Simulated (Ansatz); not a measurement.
**MgO: the cell at several levels of theory**

The task here is to estimate one member of a computed series from the others.

Program: Ansatz 0.2.0. PAW datasets, plane waves, zero pressure. Computed, not measured; no magnetism was allowed, and the structure may never have been made.

## The system as given

This is the cell as the run starts from it, not yet at rest; its lengths are not the crystal's.

Space group P6_3/mmc (No. 194), hexagonal; conventional cell a = 2.834 Å, c = 4.619 Å, 8.03 Å³ an atom. Around Mg lie 6 O at 2.00 Å; around O lie 6 Mg at 2.00 Å.

Structure file:

```cif
data_structure
_symmetry_space_group_name_H-M 'P6_3/mmc'
_symmetry_Int_Tables_number 194
_cell_length_a 2.8338
_cell_length_b 2.8338
_cell_length_c 4.6191
_cell_angle_alpha 90.000
_cell_angle_beta 90.000
_cell_angle_gamma 120.000
_cell_volume 32.12
loop_
_atom_site_label
_atom_site_type_symbol
_atom_site_symmetry_multiplicity
_atom_site_Wyckoff_symbol
_atom_site_fract_x
_atom_site_fract_y
_atom_site_fract_z
_atom_site_occupancy
Mg1 Mg 2 a 0.00000 0.00000 0.00000 1
O1 O 2 c 0.33333 0.66667 0.25000 1
```

Set-up of the first run:

input.yaml

```yaml
crystal:
  lattice:
    - [2.83379121, 0.0, 0.0]
    - [-1.416895605, 2.4541351769, 0.0]
    - [0.0, 0.0, 4.6190796723]
  atoms:
    - { symbol: Mg, position: [0.0, 0.0, 0.0] }
    - { symbol: Mg, position: [0.0, 0.0, 0.5] }
    - { symbol: O, position: [0.3333333333, 0.6666666667, 0.25] }
    - { symbol: O, position: [0.6666666667, 0.3333333333, 0.75] }
kpoints:
  mp_grid: { grid: [12, 12, 6] }
hamiltonian:
  xc: pbe
scf:
  occupations: { method: fermi_dirac, width: 0.02 }
relax:
  f_tol: 0.005
  cell: {}
```

Run with:

```console
$ ansatz run input.yaml --threads 2 --pin off --max-ram 2211MiB --backend cpu --events-out ev --progress --plain --runs-dir out
```

Among the steps run: PBE: cell and atoms; Relaxation with r2SCAN; Relaxing with PBEsol; LDA: cell and atoms; Relaxing with HSE06.

One of the session's tables, all rows but one given; the rest of the session is left out.

```
 level  a (Å)  c (Å)  volume (Å³/atom)
   PBE  2.958  5.157             9.769
r2SCAN  2.923  5.092             9.420
PBEsol  2.929  5.113             9.497
   LDA  2.891  5.044             9.128
 HSE06      ?      ?                 ?
```

Estimate the missing values for HSE06.

**Answer.** a (Å): 2.921; c (Å): 5.089; volume (Å³/atom): 9.402. In the column «a (Å)» it lies between LDA (2.891) and r2SCAN (2.923).

The first relaxation changed the volume by +21.6 % from the start. The volume runs from LDA (least) to PBE (most), a spread of 7.0 %, or 2.3 % in length if all axes shared it alike. The meshes differ: PBE 12×12×6, r2SCAN 12×12×4, PBEsol 12×12×4, LDA 12×12×4, HSE06 6×6×4.
